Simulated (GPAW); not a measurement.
Set up this calculation in GPAW 26.7.0, as an ASE script.

```yaml
Task: relaxation of cell and atoms
Functional: PBE
Potentials_or_basis: GPAW PAW data sets (gpaw-data 1.2.1)
Cutoff: 800 eV
Basis: pw
k_mesh: 7 × 7 × 5
Occupations: fermi-dirac, width 0.05 eV
Spin: no spin polarisation
Maxiter: 150
Optimizer: BFGS
Fmax: 0.02 eV/Å
Max_steps: 60
Convergence: density=1e-05 forces=0.0001
```

AlN:

```xyz
4
Lattice="3.1130 0.0000 0.0000 -1.5565 2.6959 0.0000 0.0000 0.0000 4.9810" Properties=species:S:1:pos:R:3 pbc="T T T"
Al    1.5565    0.8986    2.4905
Al    0.0000    1.7973    0.0000
N     1.5565    0.8986    4.3833
N     0.0000    1.7973    1.8928
```

These files were run (other wordings do the same):

run.py

```python
from ase import Atoms
from ase.filters import FrechetCellFilter
from ase.io import write
from ase.optimize import BFGS
from gpaw import GPAW, PW

atoms = Atoms(['Al', 'Al', 'N', 'N'],
              cell=[[3.113, 0.0, 0.0],
                    [-1.5565, 2.695937082, 0.0],
                    [0.0, 0.0, 4.981]],
              scaled_positions=[[0.6666666667, 0.3333333333, 0.5],
                                [0.3333333333, 0.6666666667, 0.0],
                                [0.6666666667, 0.3333333333, 0.88],
                                [0.3333333333, 0.6666666667, 0.38]],
              pbc=True)

calc = GPAW(mode=PW(800),
            xc='PBE',
            kpts={'size': (7, 7, 5), 'gamma': True},
            occupations={'name': 'fermi-dirac', 'width': 0.05},
            nbands=18,
            convergence={'density': 1e-05, 'forces': 0.0001},
            maxiter=150,
            txt='gpaw.txt')
atoms.calc = calc
opt = BFGS(FrechetCellFilter(atoms), trajectory='relax.traj', logfile='-')
done = opt.run(fmax=0.02, steps=60)
calc.write('gs.gpw')
write('result.traj', atoms)
print('Converged:', done)
print('Cell:', atoms.cell.cellpar().round(4))
print('Volume:', round(atoms.get_volume(), 4))
print(atoms.get_scaled_positions().round(5))
```

Potentials or basis: GPAW PAW data sets (gpaw-data 1.2.1), pw.

Run with:

```console
$ OMP_NUM_THREADS=1 python run.py
```

It gave:

```yaml
Relaxed_volume: 10.69 Å³/atom
Relaxed_cell: a = 3.135 Å, b = 3.135 Å, c = 5.022 Å, α = 90.00°, β = 90.00°, γ = 120.00°
Space_group_after_relaxing_to_0.05_Å: P6_3mc (No. 186)
Energy_gained_by_relaxing: 4.6 meV/atom
Ionic_steps: 6
Pressure_after_relaxing: 0.0 GPa
Largest_force_after_relaxing: 0.005 eV/Å
Band_gap_on_the_k_mesh: 4.01 eV, direct
```

Caveat: later steps reuse the first step's grids.

It took 98 s on 1 thread of Arm Neoverse V2, on a shared host, peak memory 0.22 GiB.
